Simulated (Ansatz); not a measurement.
## InCuS2 under a change: pressure 9 GPa

Base system: InCuS2 in the chalcopyrite structure (space group I-42d, No. 122; a = 5.5220 Å, c = 11.1303 Å).

It is then changed as follows: cell and atoms relaxed at a pressure of 9 GPa.

All numbers come from plane-wave PAW DFT at the r2SCAN level (Ansatz, a quantum-chemistry and plane-wave program, 500 eV), no spin-orbit coupling. k-mesh 9×9×9 (Γ-centred); smearing 0.05 eV (Fermi–Dirac).

```csv
quantity,base,changed,shift
volume per atom,21.21 Å³,19.25 Å³,-1.96 Å³
c/a ratio,2.016,2.023,+0.0077
shortest interatomic distance,2.311 Å,2.225 Å,-0.0854 Å
band gap,0.36 eV,0.66 eV,+0.306 eV
gap character,direct at Γ,direct at Γ,–
mean gap deformation potential ΔEg/Δln V,–,-3.2 eV,–
width of the top valence band,0.79 eV,1.02 eV,+0.23 eV
electron mass,"0.079 mₑ along c, 0.074 mₑ across (at Γ)","0.12 mₑ along c, 0.10 mₑ across (at Γ)",–
"valence-band top at Γ (three highest levels, from the VBM)","0.00, -0.02, -0.02 eV","0.00, 0.00, -0.02 eV",–
```

Final structure:

```
CELL_PARAMETERS angstrom
     -2.66978     2.66978     5.40195
      2.66978    -2.66978     5.40195
      2.66978     2.66978    -5.40195
ATOMIC_POSITIONS crystal
  Cu 0.75000 0.25000 0.50000
  Cu 0.00000 0.00000 0.00000
  In 0.25000 0.75000 0.50000
  In 0.50000 0.50000 0.00000
  S  0.09233 0.12500 0.46733
  S  0.65767 0.62500 0.53267
  S  0.37500 0.90767 0.03267
  S  0.87500 0.34233 0.96733
```

Cost of the whole job for the changed cell (relaxation, final SCF and bands): around 14 core-minutes (rough).

Load acts through the strain it causes; cell and atoms are relaxed under it. Masses are band curvatures over ±0.01 Å⁻¹ around the edge. Whether these cells are dynamically stable was not tested. No other phases were tried under pressure. All final runs are without spin polarisation.
